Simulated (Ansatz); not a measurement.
The system is HfO2.

```
Hf O
1.0
     5.55640    0.00000    0.00000
     0.00000    3.33360    0.00000
     0.00000    0.00000    6.50500
Hf O
4 8
Direct
  0.74868 0.75000 0.60787
  0.25132 0.25000 0.39213
  0.24868 0.75000 0.89213
  0.75132 0.25000 0.10787
  0.63950 0.25000 0.42340
  0.36050 0.75000 0.57660
  0.13950 0.25000 0.07660
  0.86050 0.75000 0.92340
  0.52079 0.25000 0.84145
  0.47921 0.75000 0.15855
  0.02079 0.25000 0.65855
  0.97921 0.75000 0.34145
```

Measurements of this composition are mostly on another form, of space group No. 14.

- Program: Ansatz 0.2.0
- Task: relaxation of cell and atoms
- Functional: PBE
- Potentials or basis: Ansatz PAW
- Cutoff: 420 eV (not typed: the program's choice for these potentials)
- k mesh: 4 × 6 × 3
- Occupations: fermi-dirac, width 0.05 eV
- Spin: no spin polarisation
- Hubbard terms: Hf d U = 2 eV

At the start: volume 10.04 Å³/atom.

Q: How do energy, volume and symmetry change on relaxing?

A: It ends after 8 steps and the volume is 10.32 Å³/atom (+2.8 %); space group Pnma (No. 62, to 0.05 Å).

The path:
| step | energy change (eV) | largest force (eV/Å) | volume (Å³) |
| --- | --- | --- | --- |
| 1 | 0.0000 | 0.1055 | 120.49 |
| 2 | -0.0309 | 0.1473 | 124.09 |
| 3 | -0.0390 | 0.1005 | 123.41 |
| 4 | -0.0405 | 0.0379 | 123.65 |
| 5 | -0.0409 | 0.0088 | 123.68 |
| 6 | -0.0617 | 0.0089 | 123.68 |
| 7 | -0.0609 | 0.0016 | 123.87 |
| 8 | -0.0620 | 0.0015 | 123.87 |

Final structure:
```
Hf O
1.0
     5.58729    0.00000    0.00000
     0.00000    3.37398    0.00000
     0.00000    0.00000    6.57094
Hf O
4 8
Direct
  0.75083 0.75000 0.60468
  0.24917 0.25000 0.39532
  0.25083 0.75000 0.89532
  0.74917 0.25000 0.10468
  0.63882 0.25000 0.42141
  0.36118 0.75000 0.57859
  0.13882 0.25000 0.07859
  0.86118 0.75000 0.92141
  0.51769 0.25000 0.84292
  0.48231 0.75000 0.15708
  0.01769 0.25000 0.65708
  0.98231 0.75000 0.34292
```

Caveat: the plane-wave basis is chosen anew once the cell has moved, so the energies of steps on either side of that aren't comparable; the pressure holds a Pulay correction of +0.9 GPa for the finite cutoff.
